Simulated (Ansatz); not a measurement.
## Cs: from a trial structure to a relaxed crystal

All numbers below come from DFT PBEsol, scalar-relativistic, plane waves, PAW in Ansatz. Cutoff 420 eV, Γ-centred k mesh, Gaussian smearing, no spin polarisation in the final step.

The start puts Cs on the iodine structure type (Cmce, No. 64), at a guessed volume.

```
CELL_PARAMETERS angstrom
5.25309 -3.47189 0.00000
5.25309 3.47189 0.00000
0.00000 0.00000 14.16272
ATOMIC_POSITIONS crystal
Cs 0.85000 0.15000 0.11700
Cs 0.65000 0.35000 0.61700
Cs 0.15000 0.85000 0.88300
Cs 0.35000 0.65000 0.38300
```

Cell and atoms relax at zero pressure; the relaxation can't lower the symmetry of the start.

Question: Describe the relaxed structure.

Answer: It ends in I4/mmm (No. 139). The result has the indium (bct) structure. Conventional cell: a = 5.527 Å, c = 7.154 Å. Cs has 12 Cs at 5.30–5.53 Å.

```
Cs
1.0
    -2.76330    2.76330    3.57707
     2.76330   -2.76330    3.57707
     2.76330    2.76330   -3.57707
Cs
1
Direct
  0.00000 0.00000 0.00000
```

Question: What are its volume, density and gap?

Answer: The volume per atom is 109.26 Å³. The density is 2.02 g/cm³ and the gap on the 10×10×4 mesh is 0 eV (a metal).

The final run used a 10×10×4 mesh on its 4-atom cell and 0.10 eV smearing. Symmetry constrained the relaxation, so the result can be a saddle point.